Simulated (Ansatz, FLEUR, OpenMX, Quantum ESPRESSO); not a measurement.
Au: programs and potentials compared

```xyz
6
Lattice="2.9000 0.0000 0.0000 -1.4500 2.5115 0.0000 0.0000 0.0000 27.2000" Properties=species:S:1:pos:R:3 pbc="T T T"
Au    0.0000    1.6743    7.5000
Au    1.4500    0.8372    9.9400
Au    0.0000    1.6743   12.3800
Au    1.4500    0.8372   14.8200
Au    0.0000    1.6743   17.2600
Au    1.4500    0.8372   19.7000
```

Alike in all runs: functional PBE; k mesh 11 × 11 × 1; occupations fermi-dirac, width 0.05 eV; no spin polarisation; no spin-orbit coupling.

```csv
program and potentials,plane-wave cutoff (eV),notes,largest force (eV/Å)
"Ansatz, Ansatz PAW",420,19 valence electrons an atom on average,0.106
"FLEUR, all-electron, FLAPW",-,-,?
"Quantum ESPRESSO, PseudoDojo 0.4.1 SR PBE standard",1034,19 valence electrons an atom on average,0.094
"OpenMX, OpenMX 2013 PBE set, Au7.0-s3p2d2f1, grid cutoff 400 Ry",-,atomic basis; 17 valence electrons an atom on average,0.129
```

Q: Estimate from the other rows what the run with FLEUR, all-electron, FLAPW gave.

A: Largest force 0.101 eV/Å. The other rows, which needn't bracket it: largest force 0.094 to 0.129.
